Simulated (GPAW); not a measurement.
# ZnS (Wurtzite-4H): band structure with LDA

**Experimental background.**

From a printed reference work, monograph, for a bulk crystal of ZnS at 4 K: band gap 3.911 eV (direct).

ZnS (Wurtzite-4H):

```
Zn S
1.0
     3.82270    0.00000    0.00000
    -1.91135    3.31056    0.00000
     0.00000    0.00000   12.52000
Zn S
4 4
Direct
  0.66667 0.33333 0.75000
  0.33333 0.66667 0.25000
  0.00000 0.00000 0.50000
  0.00000 0.00000 0.00000
  0.66667 0.33333 0.93750
  0.33333 0.66667 0.43750
  0.00000 0.00000 0.68750
  0.00000 0.00000 0.18750
```

```json
{"Program": "GPAW 26.7.0", "Task": "band structure", "Functional": "LDA", "Potentials or basis": "the program's PAW data sets (release 1.2.1) made for this functional", "Cutoff": "600 eV", "Basis": "pw", "k mesh": "5 × 5 × 2", "Occupations": "fermi-dirac, width 0.05 eV", "Spin": "no spin polarisation", "Maxiter": "150", "Band path": "GMKGALHA,LM,KH", "Band points": "60"}
```

```json
{
 "Pressure": "-5.1 GPa",
 "Largest force": "0.042 eV/Å",
 "Band gap on the k mesh": "1.87 eV, direct",
 "Band gap along the path": "1.87 eV, direct"
}
```

Forces on the atoms (eV/Å):
```
Zn   0.000  0.000  0.005
Zn   0.000  0.000  0.005
Zn   0.000  0.000  0.022
Zn   0.000  0.000  0.022
S    0.000  0.000  0.014
S    0.000  0.000  0.015
S    0.000  0.000 -0.042
S    0.000  0.000 -0.041
```

Stress tensor (GPa, compression positive):
```
-5.02  0.00  0.00
 0.00 -5.02  0.00
 0.00  0.00 -5.27
```

Levels at the corners of the path, in eV from the valence-band top:
| point | band 33 | band 34 | band 35 | band 36 | band 37 | band 38 | band 39 | band 40 |
| --- | --- | --- | --- | --- | --- | --- | --- | --- |
| Γ | -0.46 | -0.04 | 0.00 | 0.00 | 1.87 | 2.97 | 3.17 | 3.40 |
| M | -1.61 | -1.59 | -1.12 | -0.88 | 3.09 | 3.14 | 3.56 | 4.14 |
| K | -2.33 | -1.78 | -1.78 | -1.34 | 4.31 | 4.73 | 4.73 | 5.04 |
| Γ | -0.46 | -0.04 | 0.00 | 0.00 | 1.87 | 2.97 | 3.17 | 3.40 |
| A | -0.15 | -0.15 | -0.15 | -0.15 | 2.76 | 2.76 | 3.09 | 3.09 |
| L | -1.53 | -1.53 | -1.11 | -1.11 | 3.48 | 3.48 | 3.82 | 3.82 |
| H | -1.82 | -1.82 | -1.63 | -1.63 | 4.18 | 4.18 | 5.03 | 5.03 |
| A | -0.15 | -0.15 | -0.15 | -0.15 | 2.76 | 2.76 | 3.09 | 3.09 |
| L | -1.53 | -1.53 | -1.11 | -1.11 | 3.48 | 3.48 | 3.82 | 3.82 |
| M | -1.61 | -1.59 | -1.12 | -0.88 | 3.09 | 3.14 | 3.56 | 4.14 |
| K | -2.33 | -1.78 | -1.78 | -1.34 | 4.31 | 4.73 | 4.73 | 5.04 |
| H | -1.82 | -1.82 | -1.63 | -1.63 | 4.18 | 4.18 | 5.03 | 5.03 |

Wall time 4.5 min on 1 thread of Intel(R) Xeon(R) 6975P-C (Granite Rapids) (shared host), peak memory 0.87 GiB.

A measured gap of ZnS is 3.911 eV (direct; 4 K; a printed reference work, monograph); the calculated 1.87 eV misses it by -2.04 eV. So large a miss can be the level of theory's own, or it may mean another phase, state or a wrong row. The value is that of LDA, without temperature or zero-point motion. Semilocal functionals fall short of measured gaps as a rule.
